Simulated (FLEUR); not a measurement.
# Al (Fm-3m) in FLEUR: notebook

One crystal, Al, is run at these levels: LDA (Perdew-Zunger); tasks: band structure, equation of state.

Program: FLEUR MaX-R8.1 (later development tree). These are calculated values, not measurements. Logs are shortened: lines on timing, memory, paths and dates and some standing lists are left out, and cuts for length are marked.

**What was measured.**

From “The interpretation of polycrystalline coherent inelastic neutron scattering from aluminium”, 2013, pmc:3831299, for a bulk crystal of Al: bulk modulus 76.9 GPa.

The results are compared with them further down.

## (1) The structure

Symmetry: Fm-3m, No. 225, cubic system. Conventional cell: a = 4.050 Å, b = 4.050 Å, c = 4.050 Å, α = 90.00°, β = 90.00°, γ = 90.00°. Around Al (site symmetry m-3m) lie 12 Al at 2.86 Å.

## (2) Band structure, LDA (Perdew-Zunger)

Contents of inp.xml:

```xml
<?xml version="1.0" encoding="UTF-8" standalone="no"?>
<fleurInput fleurInputVersion="0.39">
   <comment>
      Al                                                                                                  
   </comment>
   <calculationSetup>
      <cutoffs Kmax="3.8" Gmax="11.8" GmaxXC="11.8" numbands="0"/>
      <scfLoop itmax="60" minDistance="0.00001" maxIterBroyd="15" imix="Anderson" alpha="0.05" precondParam="0.0" spinf="2.0" sdNocoIR="T"/>
      <coreElectrons ctail="T" frcor="F" kcrel="0" coretail_lmax="0"/>
      <xcFunctional name="pz" relativisticCorrections="F"/>
      <magnetism jspins="1"/>
      <soc l_soc="F" theta="0.0" phi="0.0" spav="F"/>
      <expertModes spex="0" secvar="F"/>
      <geometryOptimization l_f="F" forcealpha="1.0" forcemix="BFGS" epsdisp="0.00001" epsforce="0.00001"/>
      <ldaU l_linMix="F" mixParam="0.05" spinf="1.0"/>
   </calculationSetup>
   <cell>
      <bzIntegration valenceElectrons="11.0" mode="hist" fermiSmearingEnergy="0.00183747">
         <kPointListSelection listName="default-1"/>
         <!-- k-points included here -->
         <xi:include xmlns:xi="http://www.w3.org/2001/XInclude" href="kpts.xml"> </xi:include>
      </bzIntegration>
      <!-- symmetry operations included here -->
      <xi:include xmlns:xi="http://www.w3.org/2001/XInclude" href="sym.xml"> </xi:include>
      <bulkLattice scale="1.0">
         <bravaisMatrix>
            <row-1>    0.0000000000000000     3.8263269057207032     3.8263269057207032</row-1>
            <row-2>    3.8263269057207032     0.0000000000000000     3.8263269057207032</row-2>
            <row-3>    3.8263269057207032     3.8263269057207032     0.0000000000000000</row-3>
         </bravaisMatrix>
      </bulkLattice>
   </cell>
   <atomSpecies>
      <species name="Aluminum (Al)" element="Al" atomicNumber="13">
         <mtSphere radius="2.51" gridPoints="829" logIncrement="0.014"/>
         <atomicCutoffs lmax="10" lnonsphr="8"/>
         <electronConfig flipSpins="F">
            <coreConfig>(1s1/2)</coreConfig>
            <valenceConfig>(2s1/2) (2p1/2) (2p3/2) (3s1/2) (3p1/2) (3p3/2)</valenceConfig>
            <stateOccupation state="(3p1/2)" spinUp="0.166667" spinDown="0.166667"/>
            <stateOccupation state="(3p3/2)" spinUp="0.333333" spinDown="0.333333"/>
         </electronConfig>
         <energyParameters s="3" p="3" d="3" f="4"/>
         <lo type="SCLO" l="0" n="2" eDeriv="0"/>
         <lo type="SCLO" l="1" n="2" eDeriv="0"/>
         <lo type="SCLO" l="2" n="3" eDeriv="2"/>
         <lo type="SCLO" l="3" n="4" eDeriv="2"/>
      </species>
   </atomSpecies>
   <atomGroups>
      <atomGroup species="Aluminum (Al)">
         <relPos label="                   1">.0000000000 .0000000000 .0000000000</relPos>
         <force calculate="T" relaxXYZ="TTT"/>
      </atomGroup>
   </atomGroups>
   <output dos="F" band="F" slice="F">
      <checks vchk="F" cdinf="F"/>
      <bandDOS minEnergy="-.5*Htr" maxEnergy="0.5*Htr" sigma="0.015" storeEVData="T"/>
      <vacuumDOS vacdos="F" integ="F" star="F" nstars="0" locx1="0.0" locy1="0.0" locx2="0.0" locy2="0.0" nstm="0" tworkf="0.0"/>
      <unfoldingBand unfoldBand="F" supercellX="1" supercellY="1" supercellZ="1"/>
      <plotting iplot="0" polar="F">
         <plot TwoD="T" vec1="  1.0  0.0  0.0" vec2="  0.0  1.0  0.0" vec3="  0.0  0.0  1.0" zero="  0.0  0.0  0.0" file="plot"/>
      </plotting>
      <chargeDensitySlicing numkpt="0" minEigenval="0.0" maxEigenval="0.0" nnne="0" pallst="F"/>
      <specialOutput eonly="F"/>
      <moessbauerParams electricFieldGradient="T" isomerShift="T" coreHyperfine="T" valenceHyperfine="T"/>
      <magneticCircularDichroism mcd="F" energyLo="-10.0" energyUp="0.0"/>
   </output>
  <!-- We include the file relax.xml here to enable relaxations (see documentation) -->
  <xi:include xmlns:xi="http://www.w3.org/2001/XInclude" href="relax.xml"> <xi:fallback/> </xi:include>
</fleurInput>
```

Contents of crystal.txt:

```
Al
&input cartesian=F /
0.0000000000  2.0248050000  2.0248050000
2.0248050000  0.0000000000  2.0248050000
2.0248050000  2.0248050000  0.0000000000
1.8897261246
1.0 1.0 1.0

1
13 0.0000000000  0.0000000000  0.0000000000

&kpt div1=11 div2=11 div3=11 gamma=T /
```

Contents of inp.xml (bands):

```
<?xml version="1.0" encoding="UTF-8" standalone="no"?>
<fleurInput fleurInputVersion="0.39">
   <comment>
      Al                                                                                                  
   </comment>
   <calculationSetup>
      <cutoffs Kmax="3.8" Gmax="11.8" GmaxXC="11.8" numbands="0"/>
      <scfLoop itmax="60" minDistance="0.00001" maxIterBroyd="15" imix="Anderson" alpha="0.05" precondParam="0.0" spinf="2.0" sdNocoIR="T"/>
      <coreElectrons ctail="T" frcor="F" kcrel="0" coretail_lmax="0"/>
      <xcFunctional name="pz" relativisticCorrections="F"/>
      <magnetism jspins="1"/>
      <soc l_soc="F" theta="0.0" phi="0.0" spav="F"/>
      <expertModes spex="0" secvar="F"/>
      <geometryOptimization l_f="F" forcealpha="1.0" forcemix="BFGS" epsdisp="0.00001" epsforce="0.00001"/>
      <ldaU l_linMix="F" mixParam="0.05" spinf="1.0"/>
   </calculationSetup>
   <cell>
      <bzIntegration valenceElectrons="11.0" mode="hist" fermiSmearingEnergy="0.00183747">
         <kPointListSelection listName="path-1"/>
         <!-- k-points included here -->
         <xi:include xmlns:xi="http://www.w3.org/2001/XInclude" href="kpts.xml"> </xi:include>
      </bzIntegration>
      <!-- symmetry operations included here -->
      <xi:include xmlns:xi="http://www.w3.org/2001/XInclude" href="sym.xml"> </xi:include>
      <bulkLattice scale="1.0">
         <bravaisMatrix>
            <row-1>    0.0000000000000000     3.8263269057207032     3.8263269057207032</row-1>
            <row-2>    3.8263269057207032     0.0000000000000000     3.8263269057207032</row-2>
            <row-3>    3.8263269057207032     3.8263269057207032     0.0000000000000000</row-3>
         </bravaisMatrix>
      </bulkLattice>
   </cell>
   <atomSpecies>
      <species name="Aluminum (Al)" element="Al" atomicNumber="13">
         <mtSphere radius="2.51" gridPoints="829" logIncrement="0.014"/>
         <atomicCutoffs lmax="10" lnonsphr="8"/>
         <electronConfig flipSpins="F">
            <coreConfig>(1s1/2)</coreConfig>
            <valenceConfig>(2s1/2) (2p1/2) (2p3/2) (3s1/2) (3p1/2) (3p3/2)</valenceConfig>
            <stateOccupation state="(3p1/2)" spinUp="0.166667" spinDown="0.166667"/>
            <stateOccupation state="(3p3/2)" spinUp="0.333333" spinDown="0.333333"/>
         </electronConfig>
         <energyParameters s="3" p="3" d="3" f="4"/>
         <lo type="SCLO" l="0" n="2" eDeriv="0"/>
         <lo type="SCLO" l="1" n="2" eDeriv="0"/>
         <lo type="SCLO" l="2" n="3" eDeriv="2"/>
         <lo type="SCLO" l="3" n="4" eDeriv="2"/>
      </species>
   </atomSpecies>
   <atomGroups>
      <atomGroup species="Aluminum (Al)">
         <relPos label="                   1">.0000000000 .0000000000 .0000000000</relPos>
         <force calculate="T" relaxXYZ="TTT"/>
      </atomGroup>
   </atomGroups>
   <output dos="F" band="T" slice="F">
      <checks vchk="F" cdinf="F"/>
      <bandDOS minEnergy="-.5*Htr" maxEnergy="0.5*Htr" sigma="0.015" storeEVData="T"/>
      <vacuumDOS vacdos="F" integ="F" star="F" nstars="0" locx1="0.0" locy1="0.0" locx2="0.0" locy2="0.0" nstm="0" tworkf="0.0"/>
      <unfoldingBand unfoldBand="F" supercellX="1" supercellY="1" supercellZ="1"/>
      <plotting iplot="0" polar="F">
         <plot TwoD="T" vec1="  1.0  0.0  0.0" vec2="  0.0  1.0  0.0" vec3="  0.0  0.0  1.0" zero="  0.0  0.0  0.0" file="plot"/>
      </plotting>
      <chargeDensitySlicing numkpt="0" minEigenval="0.0" maxEigenval="0.0" nnne="0" pallst="F"/>
      <specialOutput eonly="F"/>
      <moessbauerParams electricFieldGradient="T" isomerShift="T" coreHyperfine="T" valenceHyperfine="T"/>
      <magneticCircularDichroism mcd="F" energyLo="-10.0" energyUp="0.0"/>
   </output>
  <!-- We include the file relax.xml here to enable relaxations (see documentation) -->
  <xi:include xmlns:xi="http://www.w3.org/2001/XInclude" href="relax.xml"> <xi:fallback/> </xi:include>
</fleurInput>
```

Potentials or basis: all-electron, FLAPW.

The run is started by

```
inpgen -f crystal.txt -profile fastHighL
# inp.xml edited to the form shown
fleur_MPI
fleur_MPI   # second run, on inp.xml (bands)
```

What it wrote:

```text
Welcome to FLEUR        (www.flapw.de)
      MaX-Release 8.1          (www.max-centre.eu)

 ========== k-point set info ==========
 Selected k-point list: default-1
 k-point list type: mesh
 11 x 11 x 11
 Number of k points: 56

 ------------Calculation Setup---------------------------
 Number of MPI-tasks      :            1
 Number of PE/node        :            1
 Number of OMP-threads    :            1
 Most efficient MPI parallelization for:
           1           2           4           7           8          14          28          56
 Additional eigenvalue parallelization possible
 Number of basis functions:          141
 Approximate size of matrices (H+S) per k-point:         0.000 GB
 --------------------------------------------------------
 Iteration:     1   Distance:       3.88774604 me/bohr^3
 Iteration:     2   Distance:       3.66821514 me/bohr^3
 Iteration:     3   Distance:       1.13076719 me/bohr^3
 Iteration:     4   Distance:       0.09719594 me/bohr^3
 Iteration:     5   Distance:       0.08351472 me/bohr^3
 Iteration:     6   Distance:       0.00377696 me/bohr^3
 Iteration:     7   Distance:       0.00628379 me/bohr^3
 Iteration:     8   Distance:       0.00019008 me/bohr^3
 Iteration:     9   Distance:       0.00004978 me/bohr^3
 Iteration:    10   Distance:       0.00000501 me/bohr^3

 ********************************************************************
 Run finished successfully
 Stop message:
   all done
 ********************************************************************
```

output (bands):

```text
Welcome to FLEUR        (www.flapw.de)
      MaX-Release 8.1          (www.max-centre.eu)

 ========== k-point set info ==========
 Selected k-point list: path-1
 k-point list type: path
 Number of k points: 60

 ------------Calculation Setup---------------------------
 Number of MPI-tasks      :            1
 Number of PE/node        :            1
 Number of OMP-threads    :            1
 Most efficient MPI parallelization for:
           1           2           3           4           5           6          10          12          15          20          30          60
 Additional eigenvalue parallelization possible
 Number of basis functions:          141
 Approximate size of matrices (H+S) per k-point:         0.000 GB
 --------------------------------------------------------
 Fermi energy correction for metals:
 Fermi energy in bands.* files may not be consistent with last density.
 Please correct it manually (e.g. in band.gnu file).

 Note: Band structure data (together with different weights) is also stored in the banddos.hdf file.
       A convenient way of extracting and plotting the data from that file is by making use of the

 ********************************************************************
 Run finished successfully
 Stop message:
   Charge density postprocessing done.
 ********************************************************************
```

out.xml (last iteration):

```text
<iteration numberForCurrentRun="   10" overallNumber="   10">
         <energyParameters units="Htr">
            <atomicEP atomType="1" spin="1" branch="3s" branchLowest="-3.50" branchHighest="0.88" value="0.0647604474"/>
            <atomicEP atomType="1" spin="1" branch="3p" branchLowest="-2.11" branchHighest="1.29" value="0.2281428853"/>
            <atomicEP atomType="1" spin="1" branch="3d" branchLowest="-9.99" branchHighest="1.66" value="0.4114407372"/>
            <atomicEP atomType="1" spin="1" branch="4f" branchLowest="-9.99" branchHighest="3.21" value="0.5811443611"/>
            <loAtomicEP atomType="1" spin="1" branch="2s" branchLowest="-54.83" branchHighest="-3.50" value="-3.5013407795"/>
            <loAtomicEP atomType="1" spin="1" branch="2p" branchLowest="-9.99" branchHighest="-2.11" value="-2.1124440318"/>
            <loAtomicEP atomType="1" spin="1" branch="3d" branchLowest="-9.99" branchHighest="1.66" value="0.4114402658"/>
            <loAtomicEP atomType="1" spin="1" branch="4f" branchLowest="-9.99" branchHighest="3.21" value="0.5811468271"/>
         </energyParameters>
         <eigenvalues>
            <eigenvaluesAt spin="1" ikpt="1" k_x="0.00000000" k_y="0.00000000" k_z="0.00000000">
                      -3.5014440118       -2.1120487781       -2.1120487781       -2.1120487781       -0.1371819174
                       0.7298564504        0.7298564504        0.7298564504        0.7790384563
            </eigenvaluesAt>
            <eigenvaluesAt spin="1" ikpt="2" k_x="0.00000000" k_y="0.00000000" k_z="0.09090909">
                      -3.5014357665       -2.1121140284       -2.1120590207       -2.1120590207       -0.1289755738
                       0.6227183686        0.7051355917        0.7051355917        0.8076976536
            </eigenvaluesAt>
            <eigenvaluesAt spin="1" ikpt="3" k_x="0.00000000" k_y="0.00000000" k_z="0.18181818">
                      -3.5014135630       -2.1122885280       -2.1120864102       -2.1120864102       -0.1044398256
                       0.4895514479        0.6779131420        0.6779131420        0.8012295329
            </eigenvaluesAt>
            <eigenvaluesAt spin="1" ikpt="4" k_x="0.00000000" k_y="0.00000000" k_z="0.27272727">
                      -3.5013847045       -2.1125169011       -2.1121222964       -2.1121222964       -0.0638192300
                       0.3642907952        0.6627971299        0.6627971299        0.7907872997
            </eigenvaluesAt>
         </eigenvalues>
         <bandgap value="0.2214626438" units="eV"/>
         <sumValenceSingleParticleEnergies value="-19.3537989319" units="Htr"/>
         <FermiEnergy value="0.2697708147" units="Htr"/>
         <valenceDensity>
            <mtCharges spin="1">
               <mtCharge atomType="1" total="9.8467328" s="2.8347142" p="6.8303987" d="0.1691385" f="0.0115376"/>
            </mtCharges>
            <spinDependentCharge spin="1" total="11.0000000" interstitial="1.1532672" mtSpheres="9.8467328"/>
            <totalCharge value="11.0000000000"/>
         </valenceDensity>
         <coreStates atomType="     1" atomicNumber=" 13" spin="1" kinEnergy="    158.1877357452" eigValSum="   -109.6540740079" lostElectrons=" 0.000000">
            <state n="1" l="0" j="0.5" energy="-54.8270370040" weight="1.0000000000"/>
         </coreStates>
         <allElectronCharges>
            <spinDependentCharge spin="1" total="13.0000000" interstitial="1.1532672" mtSpheres="11.8467328"/>
            <totalCharge value="13.0000000001"/>
         </allElectronCharges>
         <moessbauerParams unitsHFF="kG" unitsIS="e/bohr^3" unitsEFG="Htr/bohr^2">
            <coreIsomerShift atomType="1" isTotal="1388.84570">
               <shell n="1" l="0" isomerShift="1388.84570"/>
            </coreIsomerShift>
            <isomerShift atomType="1" nucleusRadius="0.0000708" averageDensity="1487.48631"/>
            <electricFieldGradient atomType="1" VXX="0.00000" VYY="0.00000" VZZ="0.00000" asymParam="0.00000">
            </electricFieldGradient>
         </moessbauerParams>
         <totalEnergy                                    value="     -241.9176263109" units="Htr">
            <sumOfEigenvalues                            value="     -129.0078729398">
               <coreElectrons value="-109.6540740079"/>
               <valenceElectrons value="-19.3537989319"/>
            </sumOfEigenvalues>
            <densityCoulombPotentialIntegral value="-347.7324396227"/>
            <densityEffectivePotentialIntegral value="-371.1027766528"/>
            <chargeDenXCDenIntegral value="-17.6934507675"/>
            <FockExchangeEnergyValence value="0.0000000000"/>
            <FockExchangeEnergyCore value="0.0000000000"/>
            <atomTypeDependentContributions atomType="1">
               <electronNucleiInteractionDifferentMTs value="287.8927911991"/>
               <MadelungTerm value="-4.5600682460"/>
            </atomTypeDependentContributions>
            <tkbTimesEntropy value="0.0001474215"/>
            <freeEnergy value="-241.9177737325"/>
            <extrapolationTo0K value="-241.9177000217"/>
         </totalEnergy>
         <densityConvergence units="me/bohr^3">
            <chargeDensity spin="1" distance="0.0000050070"/>
         </densityConvergence>
      </iteration>
```

Wall time 5.4 s (1 thread of Intel Xeon Platinum 8488C (Sapphire Rapids), shared host); peak memory 0.05 GiB.

What came out:

* Free energy: -6582.9180 eV
* Band gap along the path: none (metal or under the smearing width)
* Valence electrons inside the program's atomic spheres: Al 9.85 (radii Al 2.51 bohr)

Levels at the corners of the path, in eV from the Fermi level:
```
point  band 5  band 6  band 7  band 8  band 9
    Γ  -11.07   12.52   12.52   12.52   13.86
    X   -2.89   -1.63    5.29    5.49    5.49
    W   -0.83   -0.83    0.21    0.94   15.69
    K   -1.86   -1.34   -0.47    6.45    8.14
    Γ  -11.07   12.52   12.52   12.52   13.86
    L   -4.54   -4.41   11.18   11.18   11.39
    U   -1.86   -1.34   -0.47    6.45    8.14
    W   -0.83   -0.83    0.21    0.94   15.69
    L   -4.54   -4.41   11.18   11.18   11.39
    K   -1.86   -1.34   -0.47    6.45    8.14
    U   -1.86   -1.34   -0.47    6.45    8.14
    X   -2.89   -1.63    5.29    5.49    5.49
```

Core levels (eV from the Fermi level):
| atom | levels |
| --- | --- |
| 1 Al | 1s1/2 -1499.3 |

## (3) Equation of state, LDA (Perdew-Zunger), 15.61 Å³/atom (volume scaled by 0.94)

inp.xml, as its differences from that of step 2:

```diff
@@ -24,3 +24,3 @@
       <xi:include xmlns:xi="http://www.w3.org/2001/XInclude" href="sym.xml"> </xi:include>
-      <bulkLattice scale="1.0">
+      <bulkLattice scale="0.9795861087">
          <bravaisMatrix>
@@ -34,3 +34,3 @@
       <species name="Aluminum (Al)" element="Al" atomicNumber="13">
-         <mtSphere radius="2.51" gridPoints="829" logIncrement="0.014"/>
+         <mtSphere radius="2.45" gridPoints="829" logIncrement="0.014"/>
          <atomicCutoffs lmax="10" lnonsphr="8"/>
```

Potentials or basis: all-electron, FLAPW.

The run is started by

```
inpgen -f crystal.txt -profile fastHighL
# inp.xml edited to the form shown
fleur_MPI
```

Run time: 3.9 s. Hardware: 1 thread of Intel Xeon Platinum 8488C (Sapphire Rapids), shared host; peak memory 0.08 GiB.

It converged, with:

```yaml
Free_energy: -6582.9262 eV
Band_gap_on_the_k_mesh: none (metal or under the smearing width)
Valence_electrons_inside_the_program's_atomic_spheres: Al 9.80 (radii Al 2.45 bohr)
```

## (4) Equation of state, LDA (Perdew-Zunger), 15.94 Å³/atom (volume scaled by 0.96)

inp.xml, as its differences from that of step 3:

```diff
@@ -24,3 +24,3 @@
       <xi:include xmlns:xi="http://www.w3.org/2001/XInclude" href="sym.xml"> </xi:include>
-      <bulkLattice scale="0.9795861087">
+      <bulkLattice scale="0.9864848297">
          <bravaisMatrix>
```

The run is started by

```
inpgen -f crystal.txt -profile fastHighL
# inp.xml edited to the form shown
fleur_MPI
```

Run time: 3.9 s. Hardware: 1 thread of Intel Xeon Platinum 8488C (Sapphire Rapids), shared host; peak memory 0.08 GiB.

It converged, with:

- Free energy: -6582.9269 eV
- Band gap on the k mesh: none (metal or under the smearing width)
- Valence electrons inside the program's atomic spheres: Al 9.77 (radii Al 2.45 bohr)

(Continued in part 2 of 2.)
